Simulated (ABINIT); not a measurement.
# MgB2 (P6/mmm) in ABINIT: a series of runs

The runs below take MgB2 through relaxation of cell and atoms, with revPBE, PW91, WC.

Everything below comes from runs of ABINIT 10.8.3 (patched build). Logs are shortened: lines on timing, memory, paths and dates and some standing lists are left out, and cuts for length are marked. The log counts tension as positive stress, the text compression.

## 1. Starting point

It takes space group P6/mmm (No. 191, hexagonal). The conventional cell has a = 3.085 Å, b = 3.085 Å, c = 3.523 Å, α = 90.00°, β = 90.00°, γ = 120.00°. Mg (site symmetry 6/mmm) is surrounded by 12 B at 2.51 Å. B (site symmetry -6m2) has 3 B at 1.78 Å as nearest neighbours.

## 2. Relaxation of cell and atoms, revPBE

run.abi reads:

```
# Pseudopotentials
pp_dirpath "./"
pseudos "Mg.GGA_PBE-JTH.xml, B.GGA_PBE-JTH.xml"

# Structure
acell 5.8298050945 5.8298050945 6.6575051371
rprim
     1.0000000000     0.0000000000     0.0000000000
    -0.5000000000     0.8660254038     0.0000000000
     0.0000000000     0.0000000000     1.0000000000
ntypat 2
znucl 12 5
natom 3
typat 1 2 2
xred
     0.0000000000     0.0000000000     0.0000000000
     0.6666666667     0.3333333333     0.5000000000
     0.3333333333     0.6666666667     0.5000000000
chkprim 0
chksymtnons 0
tolsym 1.0e-6

# Plane-wave basis
ecut 23.0
pawecutdg 45.0
pawxcdev 0
pawovlp -1

# k points
kptopt 1
ngkpt 10 10 8
nshiftk 1
shiftk 0.0 0.0 0.0

# Exchange and correlation
ixc 14

# Bands and occupations
nband 12
occopt 3
tsmear 0.05 eV

# SCF cycle
nstep 100
tolvrs 1.0e-9

# Output
iomode 3
prtwf 0
prtden 0
prteig 0
prtebands 0

# Relaxation
ionmov 2
ntime 60
tolmxf 0.0005
optcell 2
dilatmx 1.08
ecutsm 0.5
```

Potentials or basis: JTH PAW PBE v2.0.

Launch:

```bash
$ abinit run.abi > log 2>&1
```

run.abo:

```text
.Version 10.8.3 of ABINIT
 Symmetries : space group P6/m m m (#191); Bravais hP (primitive hexag.)
================================================================================
 Values of the parameters that define the memory need of the present run
     intxc =       0    ionmov =       2      iscf =      17    lmnmax =       8
     lnmax =       4     mgfft =      32  mpssoang =       2    mqgrid =    3001
     natom =       3  nloc_mem =       2    nspden =       1   nspinor =       1
    nsppol =       1      nsym =      24    n1xccc =       1    ntypat =       2
    occopt =       3   xclevel =       2
       mpw =        1316          nfft =       28800          nkpt =          70
 PAW method is used; the additional fine FFT grid is defined by:
   mgfftf=        45    nfftf =     72000
================================================================================
================================================================================

--------------------------------------------------------------------------------
------------- Echo of variables that govern the present computation ------------
--------------------------------------------------------------------------------
 -outvars: echo values of preprocessed input variables --------
            acell      5.8298050945E+00  5.8298050945E+00  6.6575051371E+00 Bohr
              amu      2.43050000E+01  1.08110000E+01
          chkprim           0
      chksymtnons           0
          dilatmx      1.08000000E+00
             ecut      2.30000000E+01 Hartree
           ecutsm      5.00000000E-01 Hartree
           ionmov           2
                       outvar_i_n : Printing only first  50 k-points.
              ixc          14
                       outvar_i_n : Printing only first  50 k-points.
         kptrlatt       10    0    0      0   10    0      0    0    8
          kptrlen      5.32600411E+01
            natom           3
            nband          12
            ngfft          30      30      32
          ngfftdg          40      40      45
             nkpt          70
            nstep         100
             nsym          24
            ntime          60
           ntypat           2
                       prtocc : prtvol=0, do not print more k-points.
           occopt           3
          optcell           2
        pawecutdg      4.50000000E+01 Hartree
          pawovlp     -1.0000000000E+00
         pawxcdev           0
           prtden           0
        prtebands           0
           prteig           0
            prtwf           0
            rprim      1.0000000000E+00  0.0000000000E+00  0.0000000000E+00
                      -5.0000000000E-01  8.6602540380E-01  0.0000000000E+00
                       0.0000000000E+00  0.0000000000E+00  1.0000000000E+00
          spgroup         191
           tolmxf      5.00000000E-04
           tolsym      1.00000000E-06
           tolvrs      1.00000000E-09
           tsmear      1.83746611E-03 Hartree
            typat      1  2  2
           useylm           1
                       outvars : Printing only first  50 k-points.
           xangst      0.0000000000E+00  0.0000000000E+00  0.0000000000E+00
                       1.5424999990E+00  8.9056278964E-01  1.7614999988E+00
                      -7.9179545087E-18  1.7811255793E+00  1.7614999988E+00
            xcart      0.0000000000E+00  0.0000000000E+00  0.0000000000E+00
                       2.9149025472E+00  1.6829197703E+00  3.3287525686E+00
                      -1.4962765499E-17  3.3658395407E+00  3.3287525686E+00
             xred      0.0000000000E+00  0.0000000000E+00  0.0000000000E+00
                       6.6666666667E-01  3.3333333333E-01  5.0000000000E-01
                       3.3333333333E-01  6.6666666667E-01  5.0000000000E-01
            znucl       12.00000    5.00000

================================================================================

 chkinp: Checking input parameters for consistency.

================================================================================
== DATASET  1 ==================================================================

--- !DatasetInfo
iteration_state: {dtset: 1, }
dimensions: {natom: 3, nkpt: 70, mband: 12, nsppol: 1, nspinor: 1, nspden: 1, mpw: 1316, }
cutoff_energies: {ecut:  23.0, pawecutdg:  45.0, }
electrons: {nelect:   1.60000000E+01, charge:   0.00000000E+00, occopt:   3.00000000E+00, tsmear:   1.83746611E-03, }
meta: {optdriver: 0, ionmov: 2, optcell: 2, iscf: 17, paral_kgb: 0, }
...

 Exchange-correlation functional for the present dataset will be:
  GGA: revPBE functional - ixc=14
  Zhang and Yang, PRL 80, 890 (1998)

 Real(R)+Recip(G) space primitive vectors, cartesian coordinates (Bohr,Bohr^-1):
 R(1)=  5.8298051  0.0000000  0.0000000  G(1)=  0.1715323  0.0990342  0.0000000
 R(2)= -2.9149025  5.0487593  0.0000000  G(2)=  0.0000000  0.1980685  0.0000000
 R(3)=  0.0000000  0.0000000  6.6575051  G(3)=  0.0000000  0.0000000  0.1502064
 Unit cell volume ucvol=  1.9595223E+02 bohr^3
 Angles (23,13,12)=  9.00000000E+01  9.00000000E+01  1.20000000E+02 degrees

 Coarse grid specifications (used for wave-functions):

 getcut: wavevector=  0.0000  0.0000  0.0000  ngfft=  30  30  32
         ecut(hartree)=     26.827   => boxcut(ratio)=   2.06151

 Fine grid specifications (used for densities):

 getcut: wavevector=  0.0000  0.0000  0.0000  ngfft=  40  40  45
         ecut(hartree)=     52.488   => boxcut(ratio)=   2.02650

--- Pseudopotential description ------------------------------------------------
- pspini: atom type   1  psp file is ./Mg.GGA_PBE-JTH.xml
 Pseudopotential format is: paw10
 basis_size (lnmax)=  4 (lmn_size=  8), orbitals=   0   0   1   1
 Spheres core radius: rc_sph= 1.90157919
 Shapefunction is SIN type: shapef(r)=[sin(pi*r/rshp)/(pi*r/rshp)]**2
 Radius for shape functions =  1.70710089
 Compensation charge density is not taken into account in XC energy/potential

- pspini: atom type   2  psp file is ./B.GGA_PBE-JTH.xml
 Pseudopotential format is: paw10
 basis_size (lnmax)=  4 (lmn_size=  8), orbitals=   0   0   1   1
 Spheres core radius: rc_sph= 1.70616958
 Shapefunction is SIN type: shapef(r)=[sin(pi*r/rshp)/(pi*r/rshp)]**2
 Radius for shape functions =  1.40269776
 Compensation charge density is not taken into account in XC energy/potential

   3.19844030E+02                                ecore*ucvol(ha*bohr**3)
--------------------------------------------------------------------------------

================================================================================

=== [ionmov= 2] Broyden-Fletcher-Goldfarb-Shanno method (forces)
================================================================================

--- Iteration: ( 1/60) Internal Cycle: (1/1)
--------------------------------------------------------------------------------

---SELF-CONSISTENT-FIELD CONVERGENCE--------------------------------------------

--- !BeginCycle
iteration_state: {dtset: 1, itime: 1, icycle: 1, }
solver: {iscf: 17, nstep: 100, nline: 4, wfoptalg: 10, }
tolerances: {tolvrs: 1.00E-09, }
...
[... 487 lines left out ...]
  5.84949735881030E+00  0.00000000000000E+00  0.00000000000000E+00
 -2.92474867940515E+00  5.06581331219072E+00  0.00000000000000E+00
  0.00000000000000E+00  0.00000000000000E+00  6.69218543585091E+00
 Unitary Cell Volume (ucvol) [Bohr^3]=  1.98305927880244E+02
 Angles (23,13,12)= [degrees]
  9.00000000000000E+01  9.00000000000000E+01  1.19999999999554E+02
 Lengths [Bohr]
  5.84949735881030E+00  5.84949735888913E+00  6.69218543585091E+00
 Stress tensor in cartesian coordinates (strten) [Ha/bohr^3]
  8.45927431540605E-07  0.00000000000000E+00  0.00000000000000E+00
  0.00000000000000E+00  8.45927139217148E-07  0.00000000000000E+00
  0.00000000000000E+00  0.00000000000000E+00  9.39643197452045E-08
 Total energy (etotal) [Ha]= -6.92558987870070E+01

 Difference of energy with previous step (new-old):
           Absolute (Ha)=-1.04140E-06
           Relative     =-1.50370E-08

 At Broyd/MD step   5, gradients are converged :
  max grad (force/stress) = 8.4593E-05 < tolmxf= 5.0000E-04 ha/bohr (free atoms)

================================================================================

 ----iterations are completed or convergence reached----

 Mean square residual over all n,k,spin=   67.485E-10; max=  22.206E-07
 reduced coordinates (array xred) for    3 atoms
      -0.000000000000     -0.000000000000      0.000000000000
       0.666666666667      0.333333333333      0.500000000000
       0.333333333333      0.666666666667      0.500000000000
 rms dE/dt=  0.0000E+00; max dE/dt=  0.0000E+00; dE/dt below (all hartree)
    1       0.000000000000      0.000000000000      0.000000000000
    2       0.000000000000      0.000000000000      0.000000000000
    3       0.000000000000      0.000000000000      0.000000000000

 cartesian coordinates (angstrom) at end:
    1     -0.00000000000000    -0.00000000000000     0.00000000000000
    2      1.54771034770986     0.89357098589392     1.77067601069338
    3     -0.00000000000000     1.78714197178783     1.77067601069338

 cartesian forces (hartree/bohr) at end:
    1     -0.00000000000000    -0.00000000000000    -0.00000000000000
    2     -0.00000000000000    -0.00000000000000    -0.00000000000000
    3     -0.00000000000000    -0.00000000000000    -0.00000000000000
 frms,max,avg= 0.0000000E+00 0.0000000E+00   0.000E+00  0.000E+00  0.000E+00 h/b

 cartesian forces (eV/Angstrom) at end:
    1     -0.00000000000000    -0.00000000000000    -0.00000000000000
    2     -0.00000000000000    -0.00000000000000    -0.00000000000000
    3     -0.00000000000000    -0.00000000000000    -0.00000000000000
 frms,max,avg= 0.0000000E+00 0.0000000E+00   0.000E+00  0.000E+00  0.000E+00 e/A
 length scales=  5.849497358810  5.849497358889  6.692185435851 bohr
              =  3.095420695420  3.095420695461  3.541352021387 angstroms
 Fermi (or HOMO) energy (hartree) =   0.25795   Average Vxc (hartree)=  -0.39131
 Eigenvalues (hartree) for nkpt=  70  k points:
 kpt#   1, nband= 12, wtk=  0.00125, kpt=  0.0000  0.0000  0.0000 (reduced coord)
  -2.51025   -1.28323   -1.28323   -1.28256   -0.19820    0.14904    0.27025    0.27025
   0.31581    0.48746    0.48746    0.54771
      occupation numbers for kpt#   1
   2.00000    2.00000    2.00000    2.00000    2.00000    2.00000    0.00246    0.00246
   0.00000    0.00000    0.00000    0.00000
 prteigrs : prtvol=0 or 1, do not print more k-points.

--- !EnergyTerms
iteration_state     : {dtset: 1, itime: 5, icycle: 1, }
comment             : Components of total free energy in Hartree
kinetic             :  6.96064343550112E+00
hartree             :  1.39650935880179E+01
xc                  : -3.50842338039029E+00
Ewald energy        : -3.67809076539572E+01
psp_core            :  1.61288184264736E+00
local_psp           : -4.28864389509969E+01
PAW spherical_terms : -8.61853082858479E+00
internal            : -6.92556819477627E+01
'-kT*entropy'       : -2.25772323603844E-04
total_energy        : -6.92559077200863E+01
total_energy_eV     : -1.88454925478729E+03
...

--- !EnergyTermsDC
iteration_state     : {dtset: 1, itime: 5, icycle: 1, }
comment             : '"Double-counting" decomposition of free energy'
band_energy         : -1.21086294947363E+01
Ewald energy        : -3.67809076539572E+01
psp_core            :  1.61288184264736E+00
xc_dc               : -1.30357247826698E+01
PAW spherical_terms : -8.94329292596740E+00
internal            : -6.92556730146834E+01
'-kT*entropy'       : -2.25772323603844E-04
total_energy_dc     : -6.92558987870070E+01
total_energy_dc_eV  : -1.88454901170581E+03
...

--- !EnergyTermsWithPAWCore
iteration_state     : {dtset: 1, itime: 5, icycle: 1, }
comment             : 'Components of total free energy, including PAW core contributions'
Total energy        : -2.50180874604015E+02
Total energy DC     : -2.50180865670935E+02
Total energy (eV)   : -6.80776841020718E+03
Total energy DC (eV): -6.80776816712571E+03
...

 Cartesian components of stress tensor (hartree/bohr^3)
  sigma(1 1)=  8.45927432E-07  sigma(3 2)=  0.00000000E+00
  sigma(2 2)=  8.45927139E-07  sigma(3 1)=  0.00000000E+00
  sigma(3 3)=  9.39643197E-08  sigma(2 1)=  0.00000000E+00

-Cartesian components of stress tensor (GPa)         [Pressure= -1.7514E-02 GPa]
- sigma(1 1)=  2.48880443E-02  sigma(3 2)=  0.00000000E+00
- sigma(2 2)=  2.48880357E-02  sigma(3 1)=  0.00000000E+00
- sigma(3 3)=  2.76452573E-03  sigma(2 1)=  0.00000000E+00

== END DATASET(S) ==============================================================
================================================================================

 -outvars: echo values of variables after computation  --------
            acell      5.8494973588E+00  5.8494973589E+00  6.6921854359E+00 Bohr
           etotal     -6.9255898787E+01
            fcart     -0.0000000000E+00 -0.0000000000E+00 -0.0000000000E+00
                      -0.0000000000E+00 -0.0000000000E+00 -0.0000000000E+00
                      -0.0000000000E+00 -0.0000000000E+00 -0.0000000000E+00
            rprim      1.0000000000E+00  0.0000000000E+00  0.0000000000E+00
                      -4.9999999999E-01  8.6602540379E-01  0.0000000000E+00
                       0.0000000000E+00  0.0000000000E+00  1.0000000000E+00
           strten      8.4592743154E-07  8.4592713922E-07  9.3964319745E-08
                       0.0000000000E+00  0.0000000000E+00  0.0000000000E+00
           xangst     -9.5268554853E-30 -5.5003325789E-30  0.0000000000E+00
                       1.5477103477E+00  8.9357098589E-01  1.7706760107E+00
                      -9.2677059763E-18  1.7871419718E+00  1.7706760107E+00
             xred     -4.1036341196E-30 -2.0518170598E-30  0.0000000000E+00
                       6.6666666667E-01  3.3333333333E-01  5.0000000000E-01
                       3.3333333333E-01  6.6666666667E-01  5.0000000000E-01
 Calculation completed.
```

Wall time 2.1 min (1 thread of Arm Neoverse V1, shared host); peak memory 0.12 GiB.

Results:

```
Free energy                            : -1884.5490 eV
Relaxed volume                         : 9.80 Å³/atom
Relaxed cell                           : a = 3.095 Å, b = 3.095 Å, c = 3.541 Å, α = 90.00°, β = 90.00°, γ = 120.00°
Space group after relaxing (to 0.05 Å) : P6/mmm (No. 191)
Energy gained by relaxing              : 0.6 meV/atom
Ionic steps                            : 5
Pressure after relaxing                : 0.0 GPa
Band gap on the k mesh                 : none (metal or under the smearing width)
```

The path:
| step | energy change (eV) | largest force (eV/Å) | pressure (GPa) | volume (Å³) |
| --- | --- | --- | --- | --- |
| 1 | 0.0000 | 0.0000 | 1.70 | 29.04 |
| 2 | -0.0012 | 0.0000 | 0.90 | 29.19 |
| 3 | -0.0017 | 0.0000 | 0.02 | 29.36 |
| 4 | -0.0018 | 0.0000 | -0.01 | 29.37 |
| 5 | -0.0018 | 0.0000 | -0.02 | 29.39 |

Final structure:
```yaml
crystal:
  lattice:
    - [3.09542, 0.00000, 0.00000]
    - [-1.54771, 2.68071, 0.00000]
    - [0.00000, 0.00000, 3.54135]
  atoms:
    - { symbol: Mg, position: [0.00000, 0.00000, 0.00000] }
    - { symbol: B, position: [0.66667, 0.33333, 0.50000] }
    - { symbol: B, position: [0.33333, 0.66667, 0.50000] }
```

Caveat: the PAW data sets were made with another functional, which shifts forces and pressure a little; the atomic spheres overlap. Zero-point motion and thermal expansion aren't in these numbers.

## 3. Relaxation of cell and atoms, PW91

Changes to run.abi since step 2:

```diff
@@ -35,3 +35,3 @@
 # Exchange and correlation
-ixc 14
+ixc -109134
```

Potentials or basis: JTH PAW PBE v2.0.

Launch:

```bash
$ abinit run.abi > log 2>&1
```

Run time: 92 s. Hardware: 1 thread of Arm Neoverse V1, shared host; peak memory 0.12 GiB.

The run converged. Its results:

```
Free energy                            : -1888.3128 eV
Relaxed volume                         : 9.62 Å³/atom
Relaxed cell                           : a = 3.078 Å, b = 3.078 Å, c = 3.517 Å, α = 90.00°, β = 90.00°, γ = 120.00°
Space group after relaxing (to 0.05 Å) : P6/mmm (No. 191)
Energy gained by relaxing              : 0.2 meV/atom
Ionic steps                            : 3
Pressure after relaxing                : 0.0 GPa
Band gap on the k mesh                 : none (metal or under the smearing width)
```

Stress tensor (GPa, compression positive):
```
 0.04  0.00  0.00
 0.00  0.04  0.00
 0.00  0.00 -0.10
```

The path:
```
step  energy change (eV)  largest force (eV/Å)  pressure (GPa)  volume (Å³)
   1              0.0000                0.0000           -0.98        29.04
   2             -0.0004                0.0000           -0.52        28.95
   3             -0.0006                0.0000           -0.01        28.85
```

Final structure:
```
Mg B
1.0
     3.07784    0.00000    0.00000
    -1.53892    2.66549    0.00000
     0.00000    0.00000    3.51718
Mg B
1 2
Direct
  0.00000 0.00000 0.00000
  0.66667 0.33333 0.50000
  0.33333 0.66667 0.50000
```

Levels at points of the mesh, in eV from the Fermi level:
```tsv
k point	band 6	band 7	band 8	band 9	band 10	band 11
(0.00, 0.00, 0.00)	-2.98	0.32	0.32	1.65	6.32	6.32
(0.50, 0.00, 0.00)	-7.87	-2.21	0.17	3.05	3.89	5.33
(0.00, 0.00, 0.50)	-7.46	0.69	0.69	6.65	6.65	7.94
(0.50, 0.00, 0.50)	-6.95	-3.58	-1.93	-1.32	5.73	8.80
```

Caveat: the PAW data sets were made with another functional, which shifts forces and pressure a little; the atomic spheres overlap.

## 4. Relaxation of cell and atoms, WC

Changes to run.abi since step 3:

```diff
@@ -35,3 +35,3 @@
 # Exchange and correlation
-ixc -109134
+ixc 23
```

Launch:

```bash
$ abinit run.abi > log 2>&1
```

Run time: 2.1 min. Hardware: 1 thread of Arm Neoverse V1, shared host; peak memory 0.12 GiB.

The run converged. Its results:

```
Free energy                            : -1884.5619 eV
Relaxed volume                         : 9.50 Å³/atom
Relaxed cell                           : a = 3.070 Å, b = 3.070 Å, c = 3.491 Å, α = 90.00°, β = 90.00°, γ = 120.00°
Space group after relaxing (to 0.05 Å) : P6/mmm (No. 191)
Energy gained by relaxing              : 1.5 meV/atom
Ionic steps                            : 5
Pressure after relaxing                : 0.0 GPa
Band gap on the k mesh                 : none (metal or under the smearing width)
```

The path:
| step | energy change (eV) | largest force (eV/Å) | pressure (GPa) | volume (Å³) |
| --- | --- | --- | --- | --- |
| 1 | 0.0000 | 0.0000 | -2.66 | 29.04 |
| 2 | -0.0030 | 0.0000 | -1.46 | 28.80 |
| 3 | -0.0044 | 0.0000 | 0.02 | 28.52 |
| 4 | -0.0044 | 0.0000 | 0.03 | 28.51 |
| 5 | -0.0045 | 0.0000 | 0.00 | 28.49 |

Final structure:
```xyz
3
Lattice="3.0699 0.0000 0.0000 -1.5350 2.6586 0.0000 0.0000 0.0000 3.4913" Properties=species:S:1:pos:R:3 pbc="T T T"
Mg    0.0000    0.0000    0.0000
B     1.5350    0.8862    1.7456
B     0.0000    1.7724    1.7456
```

Levels at points of the mesh, in eV from the Fermi level:
```
           k point  band 6  band 7  band 8  band 9  band 10  band 11
(0.00, 0.00, 0.00)   -2.97    0.32    0.32    1.71     6.29     6.29
(0.50, 0.00, 0.00)   -7.95   -2.25    0.19    3.09     3.82     5.40
(0.00, 0.00, 0.50)   -7.55    0.71    0.71    6.62     6.62     7.95
(0.50, 0.00, 0.50)   -7.00   -3.65   -1.95   -1.37     5.74     8.85
```

Caveat: the PAW data sets were made with another functional, which shifts forces and pressure a little; the atomic spheres overlap.

## 5. The runs side by side

| level | gap on the mesh (eV) | pressure (GPa) | relaxed volume (Å³/atom) |
| --- | --- | --- | --- |
| revPBE | none | 0.0 | 9.80 |
| PW91 | none | 0.0 | 9.62 |
| WC | none | 0.0 | 9.50 |

Alike in all rows: task relaxation of cell and atoms; potentials or basis JTH PAW PBE v2.0; no spin polarisation; cell relaxed; k mesh 10 × 10 × 8; cutoff (eV) 626; smearing fermi-dirac 0.05 eV.

Caveats: the PAW data sets were made with another functional, which shifts forces and pressure a little; the atomic spheres overlap.

Total energies depend on the potentials used, so only differences within one code and one set of settings carry meaning.
